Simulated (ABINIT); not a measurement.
Here is an ABINIT 10.8.3 (patched build) calculation.

Contents of run.abi:

```
ndtset 2

pp_dirpath "./"
pseudos "Pb.upf"

acell 3.5002068511 3.5002068511 3.5002068511 Angstrom
rprim
     0.0000000000     0.7071067812     0.7071067812
     0.7071067812     0.0000000000     0.7071067812
     0.7071067812     0.7071067812     0.0000000000
ntypat 1
znucl 82
natom 1
typat 1
xred
     0.0000000000     0.0000000000     0.0000000000

ecut 28.0

ixc 7

occopt 3
tsmear 0.00183747

nstep 100

iomode 3
prtwf 0
prteig 0
prtebands 0
enunit 1
prtden1 1

kptopt1 1
ngkpt1 9 9 9
nshiftk1 1
shiftk1 0.0 0.0 0.0
nband1 11
tolvrs1 1.0e-10

iscf2 -2
getden2 1
nband2 15
nbdbuf2 2
tolwfr2 1.0e-12
kptopt2 -9
ndivsm2 6
prteig2 1
kptbounds2
     0.0000000000     0.0000000000     0.0000000000
     0.5000000000     0.0000000000     0.5000000000
     0.5000000000     0.2500000000     0.7500000000
     0.3750000000     0.3750000000     0.7500000000
     0.0000000000     0.0000000000     0.0000000000
     0.5000000000     0.5000000000     0.5000000000
     0.6250000000     0.2500000000     0.6250000000
     0.5000000000     0.2500000000     0.7500000000
     0.5000000000     0.5000000000     0.5000000000
     0.3750000000     0.3750000000     0.7500000000
```

Potentials or basis: PseudoDojo NC SR LDA v0.4.1 standard.

The run is started by

```bash
$ abinit run.abi > log 2>&1
```

What does it give for the band gap on the k mesh?

None (metal or under the smearing width).

Predict the pressure.

-2.2 GPa.

Levels at the corners of the path, in eV from the Fermi level:
```
point  band 3  band 4  band 5  band 6  band 7  band 8  band 9  band 10  band 11  band 12
    Γ  -16.84  -16.69  -16.69  -11.65    7.48    7.48    7.48    10.32    11.53    12.69
    X  -16.57  -16.52  -16.52   -6.68   -3.12    2.18    2.18     5.61     6.89    19.35
    W  -16.78  -16.65  -16.52   -6.58   -1.22   -1.22    0.43    11.03    12.53    12.53
    K  -16.63  -16.63  -16.57   -6.76   -2.13   -1.07    3.10     6.73    11.64    16.94
    Γ  -16.84  -16.69  -16.69  -11.65    7.48    7.48    7.48    10.32    11.53    12.69
    L  -16.83  -16.56  -16.56   -8.07   -4.05    5.67    5.67     9.66     9.73    11.42
    U  -16.63  -16.63  -16.57   -6.76   -2.13   -1.07    3.10     6.73    11.64    16.94
    W  -16.78  -16.65  -16.52   -6.58   -1.22   -1.22    0.43    11.03    12.53    12.53
    L  -16.83  -16.56  -16.56   -8.07   -4.05    5.67    5.67     9.66     9.73    11.42
    K  -16.63  -16.63  -16.57   -6.76   -2.13   -1.07    3.10     6.73    11.64    16.94
```

Caveat: spin-orbit coupling is left out, which moves the levels of the heavy elements.
